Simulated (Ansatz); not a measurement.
Input of an Ansatz 0.2.0 run:

The input input.yaml:

```yaml
crystal:
  lattice:
    - [-1.66395, 1.66395, 1.66395]
    - [1.66395, -1.66395, 1.66395]
    - [1.66395, 1.66395, -1.66395]
  atoms:
    - { symbol: Nb, position: [0.0, 0.0, 0.0] }
hamiltonian:
  xc: lda
  pseudopotentials: { kind: paw }
kpoints:
  mp_grid: { grid: [8, 8, 8] }
scf:
  occupations: { method: fermi_dirac, width: 0.05 }
output:
  forces: true
  stress: true
elastic:
  mode: clamped_ion
  stencil: two_point
```

Potentials or basis: Ansatz PAW.

Command:

```bash
$ ansatz run input.yaml --threads 2 --pin off --max-ram 5632MiB --backend cpu --events-out ev --progress --plain --runs-dir out
```

Task: What does it give for the elastic constants C11, C12, C44?

Result: 241, 105, 32 GPa.

Task: What does it give for the Voigt bulk modulus?

Result: 150 GPa.

Task: Predict the band gap on the k mesh.

Result: None (metal or under the smearing width).

Task: Predict the pressure.

Result: -11.8 GPa.

Elastic tensor in Voigt notation (GPa, in the Cartesian axes of the cell as first typed):
```
241 105 105   0   0   0
105 241 105   0   0   0
105 105 241   0   0   0
  0   0   0  32   0   0
  0   0   0   0  32   0
  0   0   0   0   0  32
```

Caveat: the cell is more than 3 GPa from zero pressure, which shifts response properties; elastic constants of metals need much finer meshes, so these are rough; the PAW data sets come from PBE, with cores solved anew for the run's functional, which leaves a small shift of forces and pressure.
